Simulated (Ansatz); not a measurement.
input.yaml

```yaml
accuracy: low
crystal:
  lattice:
    - [5.265852, 0.0, 0.0]
    - [0.470821, 5.431737, 0.0]
    - [2.050398, 2.558415, 7.933663]
  atoms:
    - { symbol: H, position: [0.89834865, 0.26869624, 0.58005458] }
    - { symbol: H, position: [0.06166951, 0.67974941, 0.42776797] }
    - { symbol: H, position: [0.47782993, 0.18330566, 0.34474354] }
    - { symbol: H, position: [0.52561656, 0.52206228, 0.18740365] }
    - { symbol: H, position: [0.53290098, 0.67668877, 0.7066139] }
    - { symbol: H, position: [0.83270586, 0.04019325, 0.99100239] }
    - { symbol: H, position: [0.25882636, 0.9802946, -0.00269777] }
    - { symbol: C, position: [0.77635106, 0.42108355, 0.36608463] }
    - { symbol: C, position: [0.18616714, 0.56946191, 0.64246476] }
    - { symbol: C, position: [0.63300862, 0.34596313, 0.26311358] }
    - { symbol: C, position: [0.32207617, 0.63316808, 0.75225267] }
    - { symbol: C, position: [0.82473733, 0.22114508, 0.1352302] }
    - { symbol: C, position: [0.19279483, 0.78397023, 0.86450533] }
    - { symbol: O, position: [0.89167351, 0.62689008, 0.31466571] }
    - { symbol: O, position: [0.08124467, 0.34914271, 0.70121592] }
    - { symbol: O, position: [0.78197349, 0.23685169, 0.51171075] }
    - { symbol: O, position: [0.21032135, 0.72859076, 0.48636614] }
    - { symbol: O, position: [0.06214004, 0.21786904, 0.1194524] }
    - { symbol: O, position: [0.9590871, 0.8453699, 0.8734086] }
    - { symbol: O, position: [0.69554287, 0.13768399, 0.05093549] }
    - { symbol: O, position: [0.35999086, 0.86966584, 0.93018553] }
basis:
  ecutwfc: 420.0
kpoints:
  mp_grid: { grid: [2, 2, 2] }
hamiltonian:
  xc: pbe
  dispersion: d3bj
scf:
  occupations: { method: fermi_dirac, width: 0.05 }
  lower_state_search: "off"
md:
  timestep: 0.5
  n_steps: 120
  ensemble: nvt_nose_hoover
  temperature: 650.0
  initial_velocities: maxwell_boltzmann
  seed: 782425
  nose_hoover: { tau: 100.0, chain_length: 3 }
```

Run as:

```bash
$ ansatz run input.yaml --threads 1 --pin off --max-ram 3072MiB --backend cpu --events-out ev --progress --plain --runs-dir out
```

Hardware: 1 thread of Arm Neoverse V2, with other jobs on the host.

Problem. Roughly how long does this run take, and how much memory?

Solution. 9 min, with a peak of 0.52 GiB, for 121 ionic steps.
